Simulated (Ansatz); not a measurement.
## From the elastic tensor of GaAs to moduli and sound speeds

Theory: DFT PBE0, scalar-relativistic, plane waves, PAW in Ansatz. Cutoff 420 eV, 6×6×6 k-points (Γ-centred), fixed occupations. No spin polarisation.

Symmetry: F-43m, No. 216, cubic system. The conventional cell has a = 5.677 Å, b = 5.677 Å, c = 5.677 Å, α = 90.00°, β = 90.00°, γ = 90.00°. Ga (site symmetry -43m) has 4 As at 2.46 Å as nearest neighbours. As (site symmetry -43m) has 4 Ga at 2.46 Å as nearest neighbours.

The cell is the ideal cubic zincblende prototype.

Relaxed-ion constants (GPa, on the Cartesian axes of the calculation):
C11 = 119.6, C12 = 51.0, C13 = 51.0, C22 = 119.6, C23 = 51.0, C33 = 119.6, C44 = 60.6, C55 = 60.6, C66 = 60.6 GPa; the others vanish.

Density 5.252 g/cm³; 2 atoms in 45.73 Å³.

The values that follow are for a polycrystal of randomly turned grains, by Hill's mean where one number stands.

With S = C⁻¹: B_V = (C11+C22+C33+2(C12+C13+C23))/9, G_V = (C11+C22+C33−C12−C13−C23+3(C44+C55+C66))/15, 1/B_R = S11+S22+S33+2(S12+S13+S23), 15/G_R = 4(S11+S22+S33−S12−S13−S23)+3(S44+S55+S66); Hill is their mean. Then v_l = √((B+4G/3)/ρ), v_t = √(G/ρ), v_m = [(2/v_t³+1/v_l³)/3]^(−1/3) and Θ = (ħ/k_B)·v_m·(6π²n/V)^(1/3) for n atoms in the volume V; E = 9BG/(3B+G), ν = (3B−2G)/(2(3B+G)) and A^U = 5G_V/G_R + B_V/B_R − 6.

| Property | Result |
| --- | --- |
| Bulk modulus, Voigt / Reuss / Hill | 73.9 / 73.9 / 73.9 GPa |
| Shear modulus, Voigt / Reuss / Hill | 50.1 / 46.4 / 48.2 GPa |
| Young's modulus | 119 GPa |
| Poisson ratio | 0.232 |
| Pugh ratio B/G | 1.53 |
| Universal anisotropy index | 0.40 |
| Longitudinal and transverse sound speeds | 5130 and 3030 m/s |
| Debye temperature from the mean sound speed | 352 K |

Cost: 1 run of about 54 core-minutes, on Arm Neoverse V2 (shared hosts).

The elastic response is that of a directionally bonded tetrahedral semiconductor. C44 exceeds C12, contrary to the Cauchy relation for purely central forces, as expected where sp³ bonds resist changes in bond angle. The shear stiffness is nevertheless clearly anisotropic. A tetragonal shear leaves the bond lengths unchanged to first order and is opposed mainly by the softer bond-bending forces, whereas the shear governed by C44 also stretches bonds, although displacement of the two sublattices against each other relieves part of that strain. The crystal is therefore stiffest in tension along the ⟨111⟩ bond directions and most compliant along the cube axes. This contrast separates the Voigt and Reuss shear moduli, while the bulk bounds coincide by cubic symmetry. The Pugh ratio of 1.53 is consistent with the known brittleness of GaAs, but does not establish it, since cleavage and dislocation motion lie outside linear elasticity. The Debye temperature of 352 K characterises the long-wavelength acoustic modes and does not capture zone-boundary dispersion or the optical branches, which shape the heat capacity at higher temperatures.
